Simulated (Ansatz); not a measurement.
# Li: the cost of one run

Program: Ansatz 0.2.0. Level of theory: DFT PBE, plane waves, PAW, scalar-relativistic, no spin polarisation. These are calculated values, not measurements.

## Step 1: The system as given

The cell holds 17 atoms (Li17): a = 6.980 Å, b = 6.045 Å, c = 19.403 Å, α = 90.00°, β = 90.00°, γ = 54.74°.

Its coordinates follow in the input file.

## Step 2: Relaxing end A

Contents of input.yaml:

```yaml
crystal:
  lattice:
    - [6.98, 0.0, 0.0]
    - [3.49, 4.935605, 0.0]
    - [0.0, 0.0, 19.403408]
  atoms:
    - { symbol: Li, position: [-0.25, 0.5, 0.0515373] }
    - { symbol: Li, position: [0.25, 0.5, 0.0515373] }
    - { symbol: Li, position: [-0.25, 1.0, 0.0515373] }
    - { symbol: Li, position: [0.25, 1.0, 0.0515373] }
    - { symbol: Li, position: [0.0, 0.0, 0.1787213] }
    - { symbol: Li, position: [0.5, 0.0, 0.1787213] }
    - { symbol: Li, position: [0.0, 0.5, 0.1787213] }
    - { symbol: Li, position: [0.5, 0.5, 0.1787213] }
    - { symbol: Li, position: [-0.25, 0.5, 0.3059053] }
    - { symbol: Li, position: [0.25, 0.5, 0.3059053] }
    - { symbol: Li, position: [-0.25, 1.0, 0.3059053] }
    - { symbol: Li, position: [0.25, 1.0, 0.3059053] }
    - { symbol: Li, position: [0.0, 0.0, 0.4330893] }
    - { symbol: Li, position: [0.5, 0.0, 0.4330893] }
    - { symbol: Li, position: [0.0, 0.5, 0.4330893] }
    - { symbol: Li, position: [0.5, 0.5, 0.4330893] }
    - { symbol: Li, position: [0.3268621, 0.8417589, 0.536164] }
basis:
  ecutwfc: 420.0
kpoints:
  mp_grid: { grid: [4, 5, 1] }
hamiltonian:
  xc: pbe
scf:
  occupations: { method: gaussian, width: 0.15 }
  lower_state_search: "off"
relax:
  f_tol: 0.03
  max_steps: 60
  adjacent_minimum: "off"
  constraints: [{ sites: [0, 1, 2, 3] }]
```

Run with:

```
$ ansatz run input.yaml --threads 2 --pin off --max-ram 5120MiB --backend cpu --events-out ev --progress --plain --runs-dir out
```

**Question.** How long does this run take on 2 threads of AMD EPYC 9R45 (Zen 5), shared host, and how much memory does it need?

About 26 s, with a peak of 0.84 GiB.
